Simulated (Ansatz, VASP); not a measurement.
**HfO2 in VASP and in Ansatz**

```
Hf O
1.0
     0.00000    2.74931    2.55750
     2.55750    0.00000    2.55750
     2.55750    2.74931    0.00000
Hf O
1 2
Direct
  0.00000 0.00000 0.00000
  0.25000 0.25000 0.25000
  0.75000 0.75000 0.75000
```

Change from the starting cell: strain +0.0750 x Voigt [0, 1, 0, 0, 0, 0], atoms carried along.

Alike in both runs: task single point; functional PBE; k mesh 8 × 8 × 8; occupations gaussian, width 0.05 eV; no spin polarisation.

|  | VASP | Ansatz |
| --- | --- | --- |
| version | VASP 6.6.1 | Ansatz 0.2.0 |
| potentials or method | VASP PAW PBE potentials, release 64 (Hf_pv, O) | scalar-relativistic, plane waves, PAW |
| plane-wave cutoff (eV) | 520 | 420 |
| valence electrons in the cell | 22 | 38 |

```tsv
	VASP	Ansatz	Ansatz less VASP
gap on the k mesh at the Fermi level (eV)	2.77	2.79	+0.019
least direct gap on the mesh (eV)	3.06	3.07	+0.014
pressure (GPa)	-19.7	-16.9	+2.86
largest component of the traceless stress (GPa)	20.19	19.92	-0.269
```

With one functional, cell and mesh, what is left measures potentials, basis and numerics. The two sets of potentials don't hold the same shells in valence.

Caveats: so large a pressure means that the cell lies far from this level's equilibrium, or that cutoff or potentials fall short (VASP); spin-orbit coupling is left out, which moves the levels of the heavy elements. A k mesh can miss the band edges.
